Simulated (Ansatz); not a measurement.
# RuS₂ (CdI2-type structure)

Level of theory: DFT, PBE, scalar-relativistic, collinear spin; plane waves to 420 eV with PAW datasets (Ansatz 0.2.0), 12×12×8 k-mesh, Gaussian smearing of 0.05 eV. The datasets are Ansatz's generated set soft_2.

```yaml
crystal:
  lattice:
    - [3.43633, 0.00000, 0.00000]
    - [-1.71816, 2.97595, 0.00000]
    - [0.00000, 0.00000, 5.15935]
  atoms:
    - { symbol: Ru, position: [0.00000, 0.00000, 0.00000] }
    - { symbol: S, position: [0.33333, 0.66667, 0.25378] }
    - { symbol: S, position: [0.66667, 0.33333, 0.74622] }
```

The start was a prototype's sites filled with these elements. The Crystallography Open Database lists the compound in space group Pa-3, so this is a trial structure.

The geometry is fixed. Moments are started on Ru in several ways. q is the propagation vector of an order in a doubled cell, in units of this cell's reciprocal vectors; doubled cells take an equivalent mesh or are counted from a ferromagnetic run in the same cell, unless said otherwise. Energies count from the first row, the state in which the cell was relaxed.

The starts:
- ferromagnetic
- no spin polarisation
- antiparallel, q = (0, 0, 1/2)
- antiparallel, q = (0, 1/2, 0)
- antiparallel, q = (0, 1/2, 1/2)
- small parallel moments

Task: Which start ends lowest, and how far above it lies the solution without spin polarisation?

Result: Lowest, alike within 0.5 meV/atom: ferromagnetic; antiparallel, q = (0, 0, 1/2) (which ended parallel); small parallel moments (which grew into the full parallel moments). Without spin polarisation the energy is 4.1 meV/atom higher.

```json
{"start": "ferromagnetic", "largest typed moment (μB)": "0.57", "ΔE (meV/atom)": "0.0", "gap on the mesh (eV)": "metal", "P (GPa)": "0.0", "final spin moments (μB)": "Ru 0.53; S 0.07"}
{"start": "no spin polarisation", "largest typed moment (μB)": "0.00", "ΔE (meV/atom)": "4.1", "gap on the mesh (eV)": "metal", "P (GPa)": "-0.6", "final spin moments (μB)": "none"}
{"start": "antiparallel, q = (0, 0, 1/2)", "largest typed moment (μB)": "2.00", "ΔE (meV/atom)": "0.0", "gap on the mesh (eV)": "metal", "P (GPa)": "0.0", "final spin moments (μB)": "Ru 0.53; S 0.07"}
{"start": "antiparallel, q = (0, 1/2, 0)", "largest typed moment (μB)": "2.00", "ΔE (meV/atom)": "4.1", "gap on the mesh (eV)": "metal", "P (GPa)": "-0.6", "final spin moments (μB)": "none"}
{"start": "antiparallel, q = (0, 1/2, 1/2)", "largest typed moment (μB)": "2.00", "ΔE (meV/atom)": "4.2", "gap on the mesh (eV)": "metal", "P (GPa)": "-0.6", "final spin moments (μB)": "none"}
{"start": "small parallel moments", "largest typed moment (μB)": "0.50", "ΔE (meV/atom)": "0.0", "gap on the mesh (eV)": "metal", "P (GPa)": "0.0", "final spin moments (μB)": "Ru 0.53; S 0.07"}
```

The moments vanished in: antiparallel, q = (0, 1/2, 0); antiparallel, q = (0, 1/2, 1/2).

These starts lost their opposed signs and ended with parallel moments: antiparallel, q = (0, 0, 1/2).

The atoms aren't at rest in: antiparallel, q = (0, 1/2, 0) (forces up to 0.09 eV/Å); antiparallel, q = (0, 1/2, 1/2) (forces up to 0.09 eV/Å), so relaxing would lower these rows.

Only orders that fit these small cells were tried, so the real crystal's order may be another.

Site moments are of spin, integrated over atomic spheres. The structure is built of weakly bound layers, and this functional has no dispersion term, so their spacing and all that hangs on it (volume, the soft elastic constants, low modes, dielectric constants) are poorly given.
